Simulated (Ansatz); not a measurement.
CsPbI3 (cubic perovskite, Pm-3m) at seven volumes, PBE in the plane-wave PAW code Ansatz, scaled uniformly. One row is withheld.

```
V (Å³/atom)  P (GPa)
-----------  -------
47.497             ?
49.063          1.05
50.628          0.48
52.194          0.00
53.760         -0.40
55.326         -0.75
56.892         -1.03
```

Q: Fit the shown pressures and predict the withheld one.

A: P = (3/2)B₀(x^(7/2) − x^(5/2))[1 + (3/4)(B′ − 4)(x − 1)] with x = (V₀/V)^(2/3). Least squares on the six rows gives V₀ = 52.196 Å³/atom, B₀ = 14.7 GPa, B′ = 4.70. At V = 47.497, x = 1.0649 and P = 1.73 GPa. The run itself gave 1.73 GPa.

This is a known high-temperature phase of the composition, computed here at zero pressure and temperature. The PBE relaxation kept the symmetry of its start; of distortions, only those at the zone centre were tested, and some modes there are weakly imaginary. Spin–orbit coupling is left out wherever it is not named.

Potentials: the later of the program's two PAW sets.
